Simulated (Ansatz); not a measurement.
# C: the cost of one run

Program: Ansatz 0.2.0. Level of theory: DFT LDA, scalar-relativistic, plane waves, PAW. These are calculated values, not measurements.

3 further runs of the same task are left out: 3 set aside as unsound or not needed.

## Step 1: The system as given

Symmetry: R-3m, No. 166, trigonal system. The conventional cell has a = 2.445 Å, b = 2.445 Å, c = 9.918 Å, α = 90.00°, β = 90.00°, γ = 120.00°. Around C (site symmetry 3m) lie 3 C at 1.41 Å.

Structure file:

```cif
data_structure
_symmetry_space_group_name_H-M 'P 1'
_symmetry_Int_Tables_number 1
_cell_length_a 2.4450
_cell_length_b 2.4450
_cell_length_c 9.9180
_cell_angle_alpha 90.000
_cell_angle_beta 90.000
_cell_angle_gamma 60.000
_cell_volume 51.35
loop_
_atom_site_label
_atom_site_type_symbol
_atom_site_fract_x
_atom_site_fract_y
_atom_site_fract_z
_atom_site_occupancy
C1 C 0.00000 0.00000 0.16657 1
C2 C 0.33333 0.33333 0.49990 1
C3 C 0.66667 0.66667 0.83324 1
C4 C 0.00000 0.00000 0.83343 1
C5 C 0.33333 0.33333 0.16676 1
C6 C 0.66667 0.66667 0.50010 1
```

It is built from the cell relaxed beforehand with the same method (8.56 Å³/atom).

## Step 2: The reference cell

The cell is repeated 3 times, 6 atoms in all. Reference values: F = -1457.8994 eV; pressure -0.01 GPa; largest force 0.000 eV/Å; gap on the mesh 0.72 eV. It was computed beforehand with the settings of the runs below.

## Step 3: Setting up a γ-surface

The cut lies on the cell's a–b face, a (0 0 1) plane of area 5.18 Å², between layers 3.30 Å apart (C below, C above); the cell is 9.9 Å thick. Vector c is tilted by p·a + q·b with the atoms' Cartesian places fixed: one unrelaxed fault per cell.

## Step 4: p = 0.000, q = 0.333

input.yaml reads:

```yaml
crystal:
  lattice:
    - [-1.222512731, -2.1174541629, 0.0]
    - [1.222512731, -2.1174541629, 0.0]
    - [0.4075042437, -0.7058180543, 9.9179937839]
  atoms:
    - { symbol: C, position: [1.0, 0.7222596092, 0.8332211723] }
    - { symbol: C, position: [0.3333333333, 0.2778151648, 0.1665545056] }
    - { symbol: C, position: [0.6666666667, 0.500037387, 0.4998878389] }
    - { symbol: C, position: [1.0, 0.8333070574, 0.5000788277] }
    - { symbol: C, position: [0.3333333333, 0.0555292796, 0.8334121611] }
    - { symbol: C, position: [0.6666666667, 0.6110848352, 0.1667454944] }
basis:
  ecutwfc: 420
kpoints:
  mp_grid: { grid: [12, 12, 3] }
hamiltonian:
  xc: lda
scf:
  occupations: { method: gaussian, width: 0.05 }
output:
  forces: true
  stress: true
  eigenvalues: true
  write_density: true
  write_potential: true
  elf: true
  volumetric_format: npy
```

Launch:

```
$ ansatz run input.yaml --threads 2 --pin off --max-ram 5120MiB --backend cpu --events-out ev --progress --plain --runs-dir out
```

**Question.** How long does this run take on 2 threads of Intel Xeon at 2.50GHz (Skylake/Cascade Lake), shared host, and how much memory does it need?

About 15 s, with a peak of 0.45 GiB.
